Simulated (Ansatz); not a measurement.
## Pt under changes of volume

One of the cells (15.904 Å³/atom); the others are scaled copies at fixed shape and fractional positions:

```
CELL_PARAMETERS angstrom
-1.58422 1.58422 1.58422
1.58422 -1.58422 1.58422
1.58422 1.58422 -1.58422
ATOMIC_POSITIONS crystal
Pt 0.00000 0.00000 0.00000
```

This isn't the form of Pt at room conditions, which is fcc.

```yaml
Program: Ansatz 0.2.0
Functional: PBEsol
Potentials_or_basis: Ansatz PAW
Cutoff: "420 eV (not typed: the program's choice for these potentials)"
k_mesh: 12 × 12 × 12
Occupations: fermi-dirac, width 0.05 eV
Spin: no spin polarisation
```

```tsv
volume (Å³/atom)	energy over the lowest point (meV/atom)	pressure (GPa)
14.950	3.16	4.7
15.268	0.00	-1.3
15.586	8.09	-6.6
15.904	26.00	-11.2
16.222	?	?
16.540	86.46	-18.8
16.858	126.95	-21.8
```

What does the run at 16.222 Å³/atom give?

Energy over the lowest point 52.48 meV/atom; pressure -15.2 GPa.

Worked out: A Birch-Murnaghan fit of order 3 (a polynomial in V^(-2/3)) to the other rows has its minimum at 15.19 Å³/atom with B0 = V·E''(V) = 279 GPa and B' = 5.4. It gives 52.49 meV/atom at 16.222 Å³/atom, against the run's 52.48, and -dE/dV = -15.3 GPa, against -15.2.

Energies are extrapolated to zero smearing.

Caveats: the PAW data sets come from PBE, with cores solved anew for the run's functional, which leaves a small shift of forces and pressure.
